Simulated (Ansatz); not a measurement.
Crystal: NiO.

```
CELL_PARAMETERS angstrom
0.00000 2.08590 2.08590
2.08590 0.00000 2.08590
2.08590 2.08590 0.00000
ATOMIC_POSITIONS crystal
Ni 0.00000 0.00000 0.00000
O 0.50000 0.50000 0.50000
```

Base run:

- Program: Ansatz 0.2.0
- Functional: PBEsol
- Potentials or basis: all-electron LAPW, scalar-relativistic
- Cutoff: 378 eV (chosen from the basis error)
- Basis error allowed: 0.001 eV/atom
- k mesh: 11 × 11 × 11
- Occupations: fermi-dirac, width 0.05 eV
- Spin: collinear spin, ferromagnetic start
- Starting moments: [1.0, 0.0] μB
- Hubbard terms: Ni d U = 6 eV

Its results: band gap on the k mesh 1.96 eV, indirect (least direct gap 2.66 eV); pressure 4.2 GPa; net moment 2.00 μB per cell; site moments Ni +1.76; O +0.22 μB.

Question: After a change of settings the same cell gave: band gap on the k mesh 2.36 eV, indirect (least direct gap 3.46 eV); pressure 6.3 GPa; net moment 2.00 μB per cell; site moments Ni +1.80; O +0.18 μB. Which change was it?
A. hubbard terms from Ni d U = 6 eV to none
B. hubbard terms from Ni d U = 6 eV to Ni d U = 8 eV
C. hubbard terms from Ni d U = 6 eV to Ni d U = 4 eV

Answer: B.

Caveats: the magnetic state may not be the lowest; U is the effective U less J, on atomic orbitals that reach past the spheres; an odd mesh through Γ misses points on the zone boundary, where band edges often lie; a cell with one magnetic atom can't hold antiferromagnetic order, which such compounds often take.
